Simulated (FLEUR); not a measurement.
# Pr under changes of volume

One of the cells (36.905 Å³/atom); the others are scaled copies at fixed shape and fractional positions:

```xyz
1
Lattice="-2.0974 2.0974 2.0974 2.0974 -2.0974 2.0974 2.0974 2.0974 -2.0974" Properties=species:S:1:pos:R:3 pbc="T T T"
Pr    0.0000    0.0000    0.0000
```

This isn't the form of Pr at room conditions, which is double hcp.

```yaml
Program: FLEUR MaX-R8.1 (later development tree)
Functional: RPBE
Potentials_or_basis: all-electron
Basis: FLAPW
Kmax: 4.1 1/bohr
k_mesh: 9 × 9 × 9
Occupations: fermi-dirac, width 0.05 eV
Spin: collinear spin, ferromagnetic start
Starting_moments: "[2.0] μB"
```

```csv
volume (Å³/atom),energy over the lowest point (meV/atom),moment (μB per cell)
34.691,0.00,3.05
35.429,?,?
36.905,33.31,3.06
38.381,61.15,3.08
39.119,76.51,3.08
```

**Question.** What does the run at 35.429 Å³/atom give?

**Answer.** Energy over the lowest point 9.89 meV/atom; moment 3.05 μB per cell.

Worked out: A Birch-Murnaghan fit of order 2 (a polynomial in V^(-2/3)) to the other rows has no minimum within the range. It gives 9.77 meV/atom at 35.429 Å³/atom, against the run's 9.89. A straight line through the other rows of the moment, of slope 0.00742 μB per Å³/atom, gives 3.05 μB, against the run's 3.05.

Energies are extrapolated to zero smearing.

Caveats: the magnetic or orbital state may not be the lowest.
